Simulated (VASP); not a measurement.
BaTiO3:

```
Ba Ti O
1.0
     3.88869    0.00000    0.00000
     0.00000    3.88869    0.00000
     0.00000    0.00000    3.93527
Ba Ti O
1 1 3
Direct
  0.00000 0.00000 0.00192
  0.50000 0.50000 0.48934
  0.50000 0.50000 0.02217
  0.50000 0.00000 0.51478
  0.00000 0.50000 0.51478
```

The cell isn't the ideal one: a relaxed cell with its volume scaled by 0.96.

| Quantity | Value |
| --- | --- |
| Program | VASP 6.6.1 |
| Task | relaxation of shape and atoms at fixed volume |
| Functional | LDA |
| Potentials or basis | VASP PAW LDA potentials, release 64 (Ba_sv, Ti_sv, O) |
| Cutoff | 600 eV |
| k mesh | 8 × 8 × 8 |
| Occupations | gaussian, width 0.03 eV |
| Spin | no spin polarisation |

At the start: pressure 8.5 GPa; volume 11.90 Å³/atom.

Task: Where does the relaxation end?

Result: Over 11 steps the energy falls by 2.2 meV/atom; space group Pm-3m (No. 221, to 0.05 Å).

The path:
```tsv
step	energy change (eV)	largest force (eV/Å)	pressure (GPa)
1	0.0000	0.3277	8.54
2	-0.0052	0.0966	8.09
3	-0.0058	0.0675	7.93
4	-0.0081	0.0689	7.79
5	-0.0088	0.0785	7.69
6	-0.0099	0.0485	7.59
7	-0.0105	0.0416	7.48
8	-0.0105	0.0464	7.47
9	-0.0107	0.0108	7.42
10	-0.0107	0.0114	7.42
11	-0.0108	0.0083	7.41
```

Final structure:
```
Ba Ti O
1.0
     3.90359    0.00000    0.00000
     0.00000    3.90359    0.00000
     0.00000    0.00000    3.90528
Ba Ti O
1 1 3
Direct
  0.00000 0.00000 0.00716
  0.50000 0.50000 0.50396
  0.50000 0.50000 0.01107
  0.50000 0.00000 0.51040
  0.00000 0.50000 0.51040
```
